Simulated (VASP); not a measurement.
Wanted: the native input for a VASP 6.6.1 run.

| Property | Result |
| --- | --- |
| Task | single point |
| Functional | PBE |
| Potentials or basis | VASP PAW PBE potentials, release 64 (As, B) |
| Cutoff | 520 eV |
| k mesh | 9 × 9 × 1 |
| Occupations | fermi-dirac, width 0.05 eV |
| Spin | no spin polarisation |
| Dipole correction | yes |
| Further INCAR settings | ALGO = Normal; EDIFF = 1e-07; NBANDS = 26 |

The structure of BAs lies in POSCAR:

```
BAs
1.0
    3.3778490937      0.0000000000      0.0000000000
   -1.6889245469      2.9253031253      0.0000000000
    0.0000000000      0.0000000000     23.9635072667
As B
4 4
Direct
    0.0000000000      0.0000000000      0.3129758894
    0.3333333333      0.6666666667      0.4280676498
    0.6666666667      0.3333333333      0.5431594101
    0.0000000000      0.0000000000      0.6582511705
    0.3333333333      0.6666666667      0.3417488295
    0.6666666667      0.3333333333      0.4568405899
    0.0000000000      0.0000000000      0.5719323502
    0.3333333333      0.6666666667      0.6870241106
```

The cell isn't the ideal one: the (1 1 1) slab of BAs, cut from the database cell, not relaxed.

These files were run (other wordings do the same):

INCAR

```
ALGO = Normal ; DIPOL = 0.5 0.5 0.500
EDIFF = 1E-7 ; ENCUT = 520
GGA = PE ; IDIPOL = 3
ISIF = 2 ; ISMEAR = -1
LASPH = T ; LCHARG = F
LDIPOL = T ; LREAL = F
LWAVE = F ; NBANDS = 26
NELM = 80 ; PREC = Accurate
SIGMA = 0.05
```

KPOINTS

```
k-points
0
Gamma
  9 9 1
```

Potentials or basis: VASP PAW PBE potentials, release 64 (As, B).

Launch:

```sh
$ cat potpaw_PBE.64/As/POTCAR potpaw_PBE.64/B/POTCAR > POTCAR
$ mpirun -np 1 vasp_std > vasp.out
```

Results of the run:

```json
{
 "Largest force": "2.289 eV/Å",
 "Band gap on the k mesh": "none (metal or under the smearing width)"
}
```

It took 110 s on 1 thread of Intel(R) Xeon(R) 6975P-C (Granite Rapids), with other jobs on the host, peak memory 0.38 GiB.
